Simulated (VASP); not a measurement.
Input of a VASP 6.6.1 run:

Contents of INCAR:

```
SYSTEM = BN
ALGO     = Fast           ! electronic algorithm
EDIFF    = 1E-6           ! SCF threshold, eV
ENCUT    = 520            ! plane-wave cutoff, eV
GGA      = PE             ! functional
ISIF     = 2              ! what is computed and relaxed
ISMEAR   = 0              ! smearing method
LASPH    = .True.         ! aspherical terms in the spheres
LCHARG   = .False.        ! write CHGCAR
LREAL    = .False.        ! projectors in reciprocal space
LWAVE    = .False.        ! write WAVECAR
NBANDS   = 16             ! bands
NELM     = 80             ! most SCF steps
PREC     = Accurate       ! precision mode
SIGMA    = 0.05           ! smearing width, eV
```

Contents of KPOINTS:

```
k-points
0
Gamma
  6 6 6
  0 0 0
```

The input POSCAR:

```
BN
1.0
    0.0000000000     -1.8123937734     -1.7398980225
   -1.7398980225      0.0000000000     -1.7398980225
    1.7398980225      1.8123937734     -3.4797960449
B N
2 2
Direct
   -0.0063974680      0.0285243107      0.0000000000
    0.5063974680      0.4714756893      0.5000000000
    0.3684530531      0.4041907904      0.8750000000
    0.8815469469      0.8458092096      0.3750000000
```

Potentials or basis: VASP PAW PBE potentials, release 64 (B, N).

The run is started by

```sh
$ cat potpaw_PBE.64/B/POTCAR potpaw_PBE.64/N/POTCAR > POTCAR
$ mpirun -np 1 vasp_std > vasp.out
```

Q: What does it give for the largest force?

A: 0.776 eV/Å.

Q: Estimate the pressure.

A: 35.4 GPa.

Q: What does it give for the band gap on the k mesh?

A: 4.11 eV.

Stress tensor (GPa, compression positive):
```
43.92  0.10 -0.16
 0.10 17.58  0.01
-0.16  0.01 44.76
```

Caveat: the k mesh is coarse (spacing up to 0.50 Å⁻¹), so the values aren't converged; so large a pressure means that the cell lies far from this level's equilibrium, or that cutoff or potentials fall short. A k mesh can miss the band edges.
